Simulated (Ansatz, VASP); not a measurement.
## TiCo: VASP beside Ansatz

Contents of INCAR:

```
SYSTEM = TiCo
  PREC = Accurate
  ENCUT = 520
  EDIFF = 1E-7
  ISMEAR = -1
  SIGMA = 0.05
  LREAL = .False.
  LASPH = .True.
  NELM = 150
  ALGO = Normal
  ISIF = 2
  LWAVE = .False.
  LCHARG = .True.
  ISPIN = 2
  MAGMOM = 3.5 2.5
  LORBIT = 11
  LMAXMIX = 4
  GGA = PS
  LELF = .True.
  LVHAR = .True.
  NBANDS = 22
```

File KPOINTS:

```
regular mesh
0
Gamma
  9 9 9
  0 0 0
```

Contents of POSCAR:

```
TiCo
1.0
    2.9861109900      0.0000000000      0.0000000000
    0.0000000000      2.9861109900      0.0000000000
    0.0000000000      0.0000000000      2.9861109900
Co Ti
1 1
Direct
    0.5000000000      0.5000000000      0.5000000000
    0.0000000000      0.0000000000      0.0000000000
```

input.yaml

```yaml
crystal:
  lattice:
    - [2.98611099, 0.0, 0.0]
    - [0.0, 2.98611099, 0.0]
    - [0.0, 0.0, 2.98611099]
  atoms:
    - { symbol: Co, position: [0.5, 0.5, 0.5], spin: 3.5 }
    - { symbol: Ti, position: [0.0, 0.0, 0.0], spin: 2.5 }
hamiltonian:
  xc: pbesol
  pseudopotentials: { kind: paw }
magnetization:
  spin_polarized: true
kpoints:
  mp_grid: { grid: [9, 9, 9] }
scf:
  occupations: { method: fermi_dirac, width: 0.05 }
output:
  forces: true
  stress: true
  eigenvalues: true
```

The cell comes from a database or a generator and needn't be the stable form of this composition.

Alike in both runs: task single point; functional PBEsol; k mesh 9 × 9 × 9; occupations fermi-dirac, width 0.05 eV; collinear spin.

```csv
,VASP,Ansatz
version,VASP 6.6.1,Ansatz 0.2.0
potentials or method,"VASP PAW PBE potentials, release 64 (Co, Ti_sv)",Ansatz PAW
plane-wave cutoff (eV),520,420
valence electrons in the cell,21,29
```

Ansatz gave:

| Item | Value |
| --- | --- |
| gap on the k mesh at the Fermi level (eV) | none |
| pressure (GPa) | -8.1 |
| net moment per atom (μB) | 0.36 |
| size of the moment on the site where the two differ most (μB) | 0.79 |

What did VASP give for the same quantities?

gap on the k mesh at the Fermi level (eV): none; pressure (GPa): -8.6; net moment per atom (μB): 0.34; size of the moment on the site where the two differ most (μB): 0.74.

Site moments also hang on the region over which each program counts them. A gap of «none» marks a metal or a gap that the smearing closes. The functional is the same, so the differences come from potentials, cutoffs and numerics. The two sets of potentials don't hold the same shells in valence.

Caveats: the PAW data sets were made with another functional, which shifts forces and pressure a little (VASP); the PAW data sets come from PBE, with cores solved anew for the run's functional, which leaves a small shift of forces and pressure (Ansatz).
